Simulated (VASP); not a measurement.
VASP 6.6.1 run: ZnS

INCAR

```
PREC = Medium
GGA = PE
NBANDS = 16
EDIFF = 1E-7
LREAL = .FALSE.
SIGMA = 0.02
ENCUT = 520
ISMEAR = -1
IBRION = -1
NSW = 0
NELM = 120
ISIF = 2
NELMIN = 4
LASPH = .TRUE.
LWAVE = .FALSE.
LCHARG = .FALSE.
```

KPOINTS

```
KPOINTS created by Atomic Simulation Environment
0
Gamma
8 8 8
0 0 0
```

POSCAR

```
Zn S
 1.0000000000000000
     0.0000000000000000    2.6940858314999998    2.7210266899000000
     2.6940858314999998    0.0000000000000000    2.7210266899000000
     2.6940858314999998    2.6940858314999998    0.0000000000000000
 Zn  S
   1   1
Cartesian
  0.0000000000000000  0.0000000000000000  0.0000000000000000
  1.3470429157499999  1.3470429157499999  1.3605133449500000
```

The recommended PBE PAW datasets give the neutral cell 18 valence electrons.

Command

```
mpirun -np 1 vasp_std
```

Task: Predict the outcome of this run.

Result: It converged. Results: gap between bands v and c on the k mesh 2.10 eV; least direct gap on the k mesh 2.10 eV; pressure 1.7 GPa. Band v is the last that the valence electrons fill when counted band by band, and c is the next.

OSZICAR

```
N       E                     dE             d eps       ncg     rms          rms(c)
DAV:   1     0.885113216563E+02    0.88511E+02   -0.89240E+03  1888   0.134E+03
DAV:   2    -0.146584593994E+01   -0.89977E+02   -0.84062E+02  2128   0.257E+02
DAV:   3    -0.721639716313E+01   -0.57506E+01   -0.57250E+01  2384   0.636E+01
DAV:   4    -0.727489609507E+01   -0.58499E-01   -0.58487E-01  2312   0.673E+00
DAV:   5    -0.727558006430E+01   -0.68397E-03   -0.68395E-03  2472   0.695E-01    0.686E+00
DAV:   6    -0.686932389385E+01    0.40626E+00   -0.73455E-01  2816   0.300E+01    0.537E+00
DAV:   7    -0.684901015597E+01    0.20314E-01   -0.24920E-01  2256   0.450E+00    0.272E+00
DAV:   8    -0.684827735121E+01    0.73280E-03   -0.51026E-03  2512   0.864E-01    0.710E-01
DAV:   9    -0.684851743466E+01   -0.24008E-03   -0.12506E-03  2336   0.283E-01    0.984E-02
DAV:  10    -0.684868883800E+01   -0.17140E-03   -0.24179E-04  2344   0.132E-01    0.496E-02
DAV:  11    -0.684867884290E+01    0.99951E-05   -0.34177E-05  2200   0.724E-02    0.817E-03
DAV:  12    -0.684867938133E+01   -0.53843E-06   -0.39018E-06  2544   0.198E-02    0.491E-03
DAV:  13    -0.684867956659E+01   -0.18526E-06   -0.79666E-07  2280   0.682E-03    0.289E-03
DAV:  14    -0.684867955529E+01    0.11304E-07   -0.27925E-08  1784   0.225E-03
   1 F= -.68486796E+01 E0= -.68486796E+01  d E =-.752971E-11
```

Standard output (part)

```
POSCAR found type information on POSCAR ZnS
 POSCAR found :  2 types and       2 ions
 LDA part: xc-table for (Slater+PW92), standard interpolation
 POSCAR, INCAR and KPOINTS ok, starting setup
 WAVECAR not read
 entering main loop
```

For comparison, a separate PBE run of the intended cell, on usual settings and not on those above, gives a gap of 2.10 eV on its mesh and a pressure of 1.7 GPa.
